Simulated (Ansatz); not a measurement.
Co:

```
Co
1.0
     2.47056    0.00000    0.00000
    -1.23528    2.13957    0.00000
     0.00000    0.00000    8.08823
Co
4
Direct
  0.66667 0.33333 0.75000
  0.00000 0.00000 0.50000
  0.33333 0.66667 0.25000
  0.00000 0.00000 0.00000
```

Base run:

| Quantity | Value |
| --- | --- |
| Program | Ansatz 0.2.0 |
| Functional | PBE |
| Potentials or basis | Ansatz PAW |
| Cutoff | 420 eV (not typed: the program's choice for these potentials) |
| k mesh | 12 × 12 × 4 |
| Occupations | fermi-dirac, width 0.05 eV |
| Spin | collinear spin, ferromagnetic start |
| Starting moments | [2.0, 2.0, 2.0, 2.0] μB |

Its results: band gap on the k mesh none (metal or under the smearing width); pressure 4.7 GPa; net moment 6.61 μB per cell; site moments Co +1.73, +1.71 μB.

The run is repeated on the same cell with these changes: functional from PBE to LDA. What comes out?

Band gap on the k mesh none (metal or under the smearing width); pressure -14.6 GPa; net moment 6.36 μB per cell; site moments Co +1.65, +1.63 μB.

LDA binds more tightly than PBE, so the same cell stands under less pressure.

Caveats: the PAW data sets come from PBE, with cores solved anew for the run's functional, which leaves a small shift of forces and pressure (some runs).
